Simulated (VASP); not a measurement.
Write the native input for VASP 6.6.1 that does the following.

* Task: relaxation of cell and atoms
* Functional: PBE
* Potentials or basis: VASP PAW PBE potentials, release 64 (Si, Mo_sv)
* Cutoff: 520 eV
* k mesh: 8 × 8 × 3
* Occupations: gaussian, width 0.15 eV
* Spin: no spin polarisation
* Further INCAR settings: PREC = Normal; ALGO = Fast; EDIFF = 0.0001; IBRION = 2; EDIFFG = -0.08; NSW = 24; ISIF = 3

The structure of SiMo3 lies in POSCAR:

```
SiMo3
1.0
    2.9973465700      0.0000000000      0.0000000000
   -1.4986732900      2.5957782800      0.0000000000
    0.0000000000      0.0000000000      9.3372407600
Si Mo
1 3
Direct
    0.0000000000      0.0000000000      0.5000000000
    0.0000000000      0.0000000000      0.0000000000
    0.6666666700      0.3333333300      0.7616215300
    0.6666666700      0.3333333300      0.2383784700
```

The cell was built by a generator and needn't be a form met in nature.

The input as run:

INCAR

```
SYSTEM = SiMo3
PREC = Normal
ENCUT = 520
EDIFF = 1E-4
ISMEAR = 0
SIGMA = 0.15
LREAL = .False.
LASPH = .True.
NELM = 60
ALGO = Fast
ISIF = 3
LWAVE = .False.
LCHARG = .False.
GGA = PE
IBRION = 2
NSW = 24
EDIFFG = -0.08
KPAR = 2
```

KPOINTS

```
Automatic mesh
0
Gamma
  8 8 3
  0 0 0
```

Potentials or basis: VASP PAW PBE potentials, release 64 (Si, Mo_sv).

Command:

```bash
$ cat potpaw_PBE.64/Si/POTCAR potpaw_PBE.64/Mo_sv/POTCAR > POTCAR
$ mpirun -np 2 vasp_std > vasp.out
```

Results of the run:

```yaml
Relaxed_volume: 15.34 Å³/atom
Relaxed_cell: a = 2.923 Å, b = 2.923 Å, c = 8.293 Å, α = 90.00°, β = 90.00°, γ = 120.00°
Space_group_after_relaxing_to_0.05_Å: P-6m2 (No. 187)
Energy_gained_by_relaxing: 382.4 meV/atom
Ionic_steps: 13
Pressure_after_relaxing: -0.2 GPa
Largest_force_after_relaxing: 0.026 eV/Å
Band_gap_on_the_k_mesh: none (metal or under the smearing width)
```

Caveat: the volume moved by over 15 % at a fixed basis, so the end points are rough; the relaxation stopped at a loose force limit of 0.08 eV/Å, so its end isn't a converged minimum.

Wall time 55 s on 2 MPI ranks on Intel(R) Xeon(R) 6975P-C (Granite Rapids), with other jobs on the host, peak memory 0.16 GiB a rank.
